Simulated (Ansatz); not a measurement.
The following input was run with Ansatz 0.2.0.

```yaml
crystal:
  lattice:
    - [4.3833795273, 0.0, 0.0]
    - [-2.1916897636, 3.7961180251, 0.0]
    - [0.0, 0.0, 7.1535456852]
  atoms:
    - { symbol: Cd, position: [0.3333333333, 0.6666666667, 0.0045810803] }
    - { symbol: Cd, position: [0.6666666667, 0.3333333333, 0.5045810803] }
    - { symbol: Se, position: [0.3333333333, 0.6666666667, 0.3804189197] }
    - { symbol: Se, position: [0.6666666667, 0.3333333333, 0.8804189197] }
basis:
  ecutwfc: 500
kpoints:
  mp_grid: { grid: [12, 12, 6] }
  band_path: { path: [VBM, CBM], npoints: 2 }
hamiltonian:
  xc: r2scan
scf:
  occupations: { method: gaussian, width: 0.02 }
output:
  forces: false
  stress: false
  eigenvalues: true
checkpoint:
  read: start.run
  write: ck
  compress: false
  write_wavefunctions: false
  write_every: 100000
```

Run as
```bash
ansatz run input.yaml --threads 1 --pin off --max-ram 2560MiB --backend cpu --events-out ev --progress --plain --runs-dir out
```

Level of theory: Ansatz 0.2.0, DFT r2SCAN, scalar-relativistic, plane waves, PAW.

Part of what the program printed, abridged (iterations and final results):

```
SCF iter   1: F=—  HF=-27495.657304 eV  |F-HF|=—  |Δ(HF+E_count)|=         —  Δρ=3.85e-6  dr2=1.79e-8  dr2_τ=8.96e-10  ethr=5.75e-8  ⟨swp⟩=3.0  Hψ=21204  notcnv=0
SCF iter   2: F=-27495.657304 eV  HF=-27495.657304 eV  |F-HF|=6.77e-9  |Δ(HF+E_count)|=   3.87e-9  Δρ=2.00e-6  dr2=6.74e-9  dr2_τ=1.30e-10  ethr=2.49e-11  ⟨swp⟩=4.6  Hψ=10401  notcnv=0
SCF 1 converged in 2 iterations: F = -27495.657304 eV  dr2 = 6.74e-9
SCF converged after 2 iterations
Free energy (F): -27495.657304 eV
Harris-Foulkes:  -27495.657304 eV  (|F-HF|=6.77e-9)
Internal energy: -27495.657304 eV  (E = F + TS)
E sigma→0 (E₀):  -27495.657304 eV
Fermi energy:    6.910028 eV
--- Per-component energies (eV) ---
  E_band       = -1903.292749
  E_kinetic    = 1246.887553
  E_local      = -13043.742713  (includes V_loc(G=0)·N_el)
  E_nonlocal   = -1121.051815
  E_hartree    = 6190.874303
  E_xc         = -532.301163
  E_vxc        = -701.952083  (∫ρ·V_xc dr)
  E_paw        = -12063.224035  (= ΣΔE_a)
  E_vpaw       = -710.207115  (= ΣTr[D̂ρ^β])
  E_aug_tail   = -0.000414  (compensation charges beyond the density's cutoff)
  E_vtau       = 45.022469  (kinetic-family band-sum trace: ∫τ·v_τ [+ j·A + Jᵃ·Aᵃ] dr)
  E_ewald      = -8168.439939
  E_core_change = -4.659082  (= ΣΔE_core)
  E_smearing   =  0.000000  (= −TS)
--- Band table (eV; the first three rows and the last of 76) ---
  k-point 0: bands = ["-97.9253", "-97.9253", "-58.0854", "-58.0852", "-58.0852", "-58.0852", "-58.0852", "-58.0851", "-40.8424", "-40.8424", "-40.8419", "-40.8419", "-40.8419", "-40.8419", "-40.8382", "-40.8382", "-40.8381", "-40.8381", "-6.3053", "-5.9687", "-1.6301", "-1.6251", "-1.6251", "-1.5633", "-1.5633", "-1.3273", "-1.3273", "-1.2756", "-1.2756", "-1.0299", "2.3133", "5.7031", "5.7031", "6.3528", "6.3944", "6.3944", "7.4254", "9.0057", "12.7873", "12.7873", "13.0730", "13.9201", "13.9201", "14.3079"]
  k-point 1: bands = ["-97.9253", "-97.9253", "-58.0853", "-58.0852", "-58.0852", "-58.0852", "-58.0852", "-58.0851", "-40.8424", "-40.8424", "-40.8419", "-40.8419", "-40.8419", "-40.8419", "-40.8381", "-40.8381", "-40.8381", "-40.8381", "-6.2826", "-5.9908", "-1.6218", "-1.6218", "-1.6112", "-1.5684", "-1.5684", "-1.3231", "-1.3231", "-1.2782", "-1.2782", "-1.1068", "2.5334", "5.7462", "5.7462", "5.7483", "6.3445", "6.3445", "7.9923", "9.0472", "12.8100", "12.8214", "12.8214", "13.7799", "13.7799", "13.9712"]
  k-point 2: bands = ["-97.9253", "-97.9253", "-58.0853", "-58.0852", "-58.0852", "-58.0852", "-58.0852", "-58.0852", "-40.8424", "-40.8424", "-40.8419", "-40.8419", "-40.8419", "-40.8419", "-40.8381", "-40.8381", "-40.8381", "-40.8381", "-6.2205", "-6.0517", "-1.6123", "-1.6123", "-1.5815", "-1.5815", "-1.5497", "-1.3122", "-1.3122", "-1.2862", "-1.2862", "-1.2741", "3.1141", "4.8229", "5.8661", "5.8661", "6.2110", "6.2110", "8.7264", "9.1344", "12.4659", "12.9399", "12.9399", "13.2422", "13.4719", "13.4719"]
  k-point 75: bands = ["-97.9253", "-97.9253", "-58.0854", "-58.0854", "-58.0853", "-58.0853", "-58.0852", "-58.0852", "-40.8424", "-40.8424", "-40.8420", "-40.8420", "-40.8419", "-40.8419", "-40.8381", "-40.8381", "-40.8381", "-40.8381", "-5.8884", "-5.8884", "-1.4919", "-1.4919", "-1.4836", "-1.4836", "-1.3232", "-1.3232", "-1.3174", "-1.3174", "-0.9208", "-0.9208", "2.5666", "2.5666", "4.1547", "4.1547", "5.3708", "5.3708", "10.5340", "10.5340", "12.5095", "12.5095", "13.0014", "13.0014", "15.6621", "15.6621"]
```

The run converged.

The run took 86 s on 1 thread of Arm Neoverse V2, on a shared host, peak memory 0.71 GiB.

The run starts from the saved density of an earlier one, so iterations and time are fewer than from atoms.